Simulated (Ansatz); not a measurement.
# N (P6_3/mmc), one atom moved over a plane

Level of theory: DFT PBEsol, scalar-relativistic, plane waves, PAW (Ansatz). Cutoff 420 eV, Γ-centred 6×6×4 k-points, Gaussian smearing of 0.05 eV. No spin polarisation. Energies are free energies at this smearing, counted from the undisturbed cell; pressure is positive in compression.

Zero of the scan (as given, not relaxed at this level; it stands at -0.7 GPa, and it needn't be the usual structure):

```yaml
crystal:
  lattice:
    - [4.16723, 0.00000, 0.00000]
    - [-2.08362, 3.60893, 0.00000]
    - [0.00000, 0.00000, 7.00600]
  atoms:
    - { symbol: N, position: [0.33333, 0.66667, 0.32893] }
    - { symbol: N, position: [0.33333, 0.66667, 0.17107] }
    - { symbol: N, position: [0.66667, 0.33333, 0.82893] }
    - { symbol: N, position: [0.66667, 0.33333, 0.67107] }
```

The cell holds molecules and no dispersion correction was added, so their binding is poorly described.

Atom 1 (N) is moved by p along (0.000, 1.000, 0.000) and q along (0.000, 0.000, 1.000) (Å), all else fixed. Points are written (p, q).

Energy above the undisturbed cell in eV/cell (a dash: not computed):

```
 p \ q  -0.450  -0.225  0.000  0.225  0.450
-0.450   15.23    1.15   0.51   3.44   6.69
-0.225   37.33       –   0.05      –   6.00
 0.000   50.15    6.10   0.00   2.29   5.76
 0.225   37.33       –      –      –      –
 0.450   15.24       –   0.52      –   6.71
```

Pressure in GPa:

```
 p \ q  -0.450  -0.225  0.000  0.225  0.450
-0.450    58.9    11.7   -6.1  -11.4  -11.6
-0.225   105.6       –   -2.4      –  -11.8
 0.000   127.5    32.5   -0.7  -10.4  -11.8
 0.225   105.6       –      –      –      –
 0.450    58.9       –   -6.1      –  -11.5
```

Gap on the k-mesh in eV:

| p \ q | -0.450 | -0.225 | 0.000 | 0.225 | 0.450 |
| --- | --- | --- | --- | --- | --- |
| -0.450 | 7.35 | 7.50 | 6.53 | 4.76 | 2.86 |
| -0.225 | 6.72 | – | 6.92 | – | 3.18 |
| 0.000 | 6.31 | 7.52 | 7.02 | 5.27 | 3.31 |
| 0.225 | 6.72 | – | – | – | – |
| 0.450 | 7.35 | – | 6.48 | – | 2.84 |